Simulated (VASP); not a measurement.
# Sb in VASP: single point with RPBE+D3(BJ)

Aim: the single point of Sb with RPBE+D3(BJ).

All numbers are computed with VASP 6.6.1; they aren't measurements. Logs are shortened: lines on timing, memory, paths and dates and some standing lists are left out, and cuts for length are marked.

## 1. The cell of the first run

The cell holds a slab with vacuum, 5 atoms: a = 3.160 Å, b = 4.469 Å, c = 23.938 Å, α = 90.00°, β = 90.00°, γ = 90.00°.

## 2. Single point, RPBE+D3(BJ), non-collinear spin, zero start, spin-orbit coupling (the (1 1 0) slab of Sb, cut from the database cell, not relaxed)

The input, INCAR:

```
PREC     = Accurate       # precision mode
ENCUT    = 520            # plane-wave cutoff, eV
EDIFF    = 1E-6           # SCF threshold, eV
ISMEAR   = -5             # smearing method
SIGMA    = 0.1            # smearing width, eV
LREAL    = F              # projectors in reciprocal space
LASPH    = T              # aspherical terms in the spheres
NELM     = 150            # most SCF steps
ALGO     = Normal         # electronic algorithm
ISIF     = 2              # what is computed and relaxed
LWAVE    = F              # write WAVECAR
LCHARG   = F              # write CHGCAR
LNONCOLLINEAR= T              # non-collinear magnetism
MAGMOM   = 0 0 0 0 0 0 0 0 0 0 0 0 0 0 0 # initial moments
LORBIT   = 11             # projections on sites
LSORBIT  = T              # spin-orbit coupling
GGA_COMPAT= F            
LORBMOM  = T            
LDIPOL   = T            
IDIPOL   = 3            
DIPOL    = 0.5 0.5 0.500
GGA      = RP             # functional
IVDW     = 12             # dispersion correction
NBANDS   = 40             # bands
```

The input, KPOINTS:

```
regular mesh
0
Gamma
  6 5 1
```

The input, POSCAR:

```
Sb
1.0
    3.1600000000      0.0000000000      0.0000000000
    0.0000000000      4.4689148600      0.0000000000
    0.0000000000      0.0000000000     23.9378297100
Sb
5
Direct
    0.0000000000      0.5000000000      0.3133116114
    0.0000000000      0.0000000000      0.4066558057
    0.0000000000      0.5000000000      0.5000000000
    0.0000000000      0.0000000000      0.5933441943
    0.0000000000      0.5000000000      0.6866883886
```

Potentials or basis: VASP PAW PBE potentials, release 64 (Sb).

Run with:

```bash
$ cat potpaw_PBE.64/Sb/POTCAR > POTCAR
$ mpirun -np 1 vasp_ncl > vasp.out
```

OUTCAR:

```text
PREC = Accurate
   ENCUT = 520
   EDIFF = 1E-6
   ISMEAR = -5
   LREAL = F
   LASPH = T
   NELM = 150
   ISIF = 2
   LNONCOLLINEAR = T
   LORBIT = 11
   LSORBIT = T
   GGA = RP
   IVDW = 12
 IVDW          = 12

 ion  position               nearest neighbor table
   1  0.000  0.500  0.313-   2 3.16   2 3.16
   2  0.000  0.000  0.407-   1 3.16   1 3.16   3 3.16   3 3.16
   3  0.000  0.500  0.500-   2 3.16   4 3.16   2 3.16   4 3.16
   4  0.000  0.000  0.593-   5 3.16   5 3.16   3 3.16   3 3.16
   5  0.000  0.500  0.687-   4 3.16   4 3.16

  LATTYP: Found a simple orthorhombic cell.
 ALAT       =     3.1600000000
 B/A-ratio  =     1.4142135633
 C/A-ratio  =     7.5752625665

  Lattice vectors:

 A1 = (   3.1600000000,   0.0000000000,   0.0000000000)
 A2 = (   0.0000000000,   4.4689148600,   0.0000000000)
 A3 = (   0.0000000000,   0.0000000000,  23.9378297100)

Analysis of symmetry for initial positions (statically):
=====================================================================
 Subroutine PRICEL returns:
 Original cell was already a primitive cell.

 Routine SETGRP: Setting up the symmetry group for a
 simple orthorhombic supercell.

 Subroutine GETGRP returns: Found  8 space group operations
 (whereof  8 operations were pure point group operations)
 out of a pool of  8 trial point group operations.

The static configuration has the point symmetry D_2h.

Analysis of symmetry for dynamics (positions and initial velocities):
=====================================================================
 Subroutine PRICEL returns:
 Original cell was already a primitive cell.

 Routine SETGRP: Setting up the symmetry group for a
 simple orthorhombic supercell.

 Subroutine GETGRP returns: Found  8 space group operations
 (whereof  8 operations were pure point group operations)
 out of a pool of  8 trial point group operations.

The dynamic configuration has the point symmetry D_2h.

Analysis of structural, dynamic, and magnetic symmetry:
=====================================================================
 Subroutine PRICEL returns:
 Original cell was already a primitive cell.

 Routine SETGRP: Setting up the symmetry group for a
 simple orthorhombic supercell.

 Subroutine GETGRP returns: Found  8 space group operations
 (whereof  8 operations were pure point group operations)
 out of a pool of  8 trial point group operations.

The overall configuration has the point symmetry D_2h.

 Subroutine INISYM returns: Found  8 space group operations
 (whereof  8 operations are pure point group operations),
 and found     1 'primitive' translations

----------------------------------------------------------------------------------------

                                     Primitive cell

  volume of cell :     338.0445

  direct lattice vectors                    reciprocal lattice vectors
     3.160000000  0.000000000  0.000000000     0.316455696  0.000000000  0.000000000
     0.000000000  4.468914860  0.000000000     0.000000000  0.223767969  0.000000000
     0.000000000  0.000000000 23.937829710     0.000000000  0.000000000  0.041774882

  length of vectors
     3.160000000  4.468914860 23.937829710     0.316455696  0.223767969  0.041774882

  position of ions in fractional coordinates (direct lattice)
     0.000000000  0.500000000  0.313311611
     0.000000000  0.000000000  0.406655806
     0.000000000  0.500000000  0.500000000
     0.000000000  0.000000000  0.593344194
     0.000000000  0.500000000  0.686688389

  ion indices of the primitive-cell ions
   primitive index   ion index
                 1           1
                 2           2
                 3           3
                 4           4
                 5           5

----------------------------------------------------------------------------------------

 KPOINTS: regular mesh
[... 120 lines left out ...]
 fundamental gap:     -0.0727813103
 Fermi energy:         0.8528126330

 k-point     1 :       0.0000    0.0000    0.0000
  band No.  band energies     occupation
      1     -10.9723      1.00000
      2     -10.9723      1.00000
      3     -10.2803      1.00000
      4     -10.2803      1.00000
      5      -9.2603      1.00000
      6      -9.2603      1.00000
[... 469 lines left out ...]
     36       3.7246      0.00000
     37       3.8142      0.00000
 [bands above 37 left out]

------------------------ aborting loop because EDIFF is reached ----------------------------------------

 vacuum level on the upper side and lower side of the slab       (xc-potential included)        -0.126        -0.126

 Edisp (eV)   -8.14291

 E8    (eV) :    -5.4001

  FORCE on cell =-STRESS in cart. coord.  units (eV):
  Direction    XX          YY          ZZ          XY          YZ          ZX
  --------------------------------------------------------------------------------------
  -------------------------------------------------------------------------------------
  Total     -17.44981   -14.77872   -13.38722     0.00000     0.00000     0.00000
  in kB     -82.70417   -70.04440   -63.44935     0.00000     0.00000     0.00000
  external pressure =      -72.07 kB  Pullay stress =        0.00 kB

 VOLUME and BASIS-vectors are now :
 -----------------------------------------------------------------------------
  energy-cutoff  :      520.00
  volume of cell :      338.04
      direct lattice vectors                 reciprocal lattice vectors
     3.160000000  0.000000000  0.000000000     0.316455696  0.000000000  0.000000000
     0.000000000  4.468914860  0.000000000     0.000000000  0.223767969  0.000000000
     0.000000000  0.000000000 23.937829710     0.000000000  0.000000000  0.041774882

 POSITION                                       TOTAL-FORCE (eV/Angst)
 -----------------------------------------------------------------------------------
      0.00000      2.23446      7.50000         0.000000      0.000000      1.735570
      0.00000      0.00000      9.73446         0.000000      0.000000     -0.479147
      0.00000      2.23446     11.96891         0.000000      0.000000      0.000000
      0.00000      0.00000     14.20337         0.000000      0.000000      0.479147
      0.00000      2.23446     16.43783         0.000000      0.000000     -1.735570
 -----------------------------------------------------------------------------------
    total drift:                               -0.000000     -0.000000      0.000000

  FREE ENERGIE OF THE ION-ELECTRON SYSTEM (eV)
  ---------------------------------------------------
  free  energy   TOTEN  =       -26.6597037628 eV

  energy  without entropy=      -26.6597037628  energy(sigma->0) =      -26.65970376

 vacuum level on the upper side and lower side of the slab         4.976         4.976

 orbital moment (x)

 # of ion     p       d       tot
 ----------------------------------------
  1         0.000   0.000   0.000
  2        -0.000   0.000  -0.000
  3         0.000   0.000   0.000
  4         0.000   0.000   0.000
  5         0.000   0.000   0.000
 ----------------------------------------
           -0.000   0.000  -0.000

 orbital moment (y)

 # of ion     p       d       tot
 ----------------------------------------
  1         0.000   0.000   0.000
  2         0.000   0.000   0.000
  3         0.000   0.000   0.000
  4         0.000   0.000   0.000
  5         0.000   0.000   0.000
 ----------------------------------------
            0.000   0.000   0.000

 orbital moment (z)

 # of ion     p       d       tot
 ----------------------------------------
  1         0.000   0.000   0.000
  2         0.000   0.000   0.000
  3         0.000  -0.000  -0.000
  4         0.000   0.000   0.000
  5         0.000  -0.000  -0.000
 ----------------------------------------
            0.000  -0.000  -0.000

 Spin-Orbit-Coupling matrix elements

 Ion:    1  E_soc:     -0.1587890
 l=   1
     0.0000000    -0.0241479    -0.0271807
    -0.0241479     0.0000000    -0.0279605
    -0.0271807    -0.0279605     0.0000000
 l=   2
     0.0000000    -0.0000114     0.0000000    -0.0000092    -0.0000252
    -0.0000114     0.0000000    -0.0000175    -0.0000059    -0.0000178
     0.0000000    -0.0000175     0.0000000    -0.0000162     0.0000000
    -0.0000092    -0.0000059    -0.0000162     0.0000000    -0.0000021
    -0.0000252    -0.0000178     0.0000000    -0.0000021     0.0000000
 l=   3
     0.0000000     0.0000000     0.0000000     0.0000000     0.0000000     0.0000000     0.0000000
     0.0000000     0.0000000     0.0000000     0.0000000     0.0000000     0.0000000     0.0000000
     0.0000000     0.0000000     0.0000000     0.0000000     0.0000000     0.0000000     0.0000000
     0.0000000     0.0000000     0.0000000     0.0000000     0.0000000     0.0000000     0.0000000
[... 69 lines left out ...]
 l=   2
     0.0000000    -0.0000114     0.0000000    -0.0000092    -0.0000252
    -0.0000114     0.0000000    -0.0000175    -0.0000059    -0.0000178
     0.0000000    -0.0000175     0.0000000    -0.0000162     0.0000000
    -0.0000092    -0.0000059    -0.0000162     0.0000000    -0.0000021
    -0.0000252    -0.0000178     0.0000000    -0.0000021     0.0000000
 l=   3
     0.0000000     0.0000000     0.0000000     0.0000000     0.0000000     0.0000000     0.0000000
     0.0000000     0.0000000     0.0000000     0.0000000     0.0000000     0.0000000     0.0000000
     0.0000000     0.0000000     0.0000000     0.0000000     0.0000000     0.0000000     0.0000000
     0.0000000     0.0000000     0.0000000     0.0000000     0.0000000     0.0000000     0.0000000
     0.0000000     0.0000000     0.0000000     0.0000000     0.0000000     0.0000000     0.0000000
     0.0000000     0.0000000     0.0000000     0.0000000     0.0000000     0.0000000     0.0000000
     0.0000000     0.0000000     0.0000000     0.0000000     0.0000000     0.0000000     0.0000000

 total charge

# of ion       s       p       d       tot
------------------------------------------
    1        1.222   1.082   0.017   2.322
    2        1.205   1.087   0.033   2.325
    3        1.214   1.100   0.029   2.343
    4        1.205   1.087   0.033   2.325
    5        1.222   1.082   0.017   2.322
--------------------------------------------------
tot          6.069   5.438   0.129  11.636

 magnetization (x)

# of ion       s       p       d       tot
------------------------------------------
    1        0.000   0.000   0.000   0.000
    2        0.000   0.000   0.000   0.000
    3        0.000   0.000   0.000   0.000
    4        0.000   0.000   0.000   0.000
    5        0.000   0.000   0.000   0.000
--------------------------------------------------
tot          0.000   0.000   0.000   0.000

 magnetization (y)

# of ion       s       p       d       tot
------------------------------------------
    1        0.000   0.000   0.000   0.000
    2        0.000   0.000   0.000   0.000
    3        0.000   0.000   0.000   0.000
    4        0.000   0.000   0.000   0.000
    5        0.000   0.000   0.000   0.000
--------------------------------------------------
tot          0.000   0.000   0.000   0.000

 magnetization (z)

# of ion       s       p       d       tot
------------------------------------------
    1       -0.000  -0.000  -0.000  -0.000
    2       -0.000   0.000   0.000  -0.000
    3       -0.000  -0.000   0.000  -0.000
    4        0.000   0.000   0.000   0.000
    5        0.000  -0.000  -0.000  -0.000
--------------------------------------------------
tot         -0.000  -0.000  -0.000  -0.000
```

Run time: 6.9 min. Hardware: 1 thread of Intel Xeon 6975P-C (Granite Rapids), shared host; peak memory 1 GiB.

Results:

```yaml
Free_energy: -26.6597 eV
Largest_force: 1.736 eV/Å
Net_moment: 0.00 μB per cell
Valence_electrons_inside_the_program's_atomic_spheres: Sb 2.32, 2.33, 2.34
Dispersion_energy_per_atom: -1.629 eV
```

Forces in eV/Å, atoms in the order of the input:
```
Sb   0.000  0.000  1.736
Sb   0.000  0.000 -0.479
Sb   0.000  0.000  0.000
Sb   0.000  0.000  0.479
Sb   0.000  0.000 -1.736
```

Moments on the atoms (μB; x, y, z):
```
Sb  0.00 0.00 0.00
Sb  0.00 0.00 0.00
Sb  0.00 0.00 0.00
Sb  0.00 0.00 0.00
Sb  0.00 0.00 0.00
```

Caveat: the PAW data sets were made with another functional, which shifts forces and pressure a little.
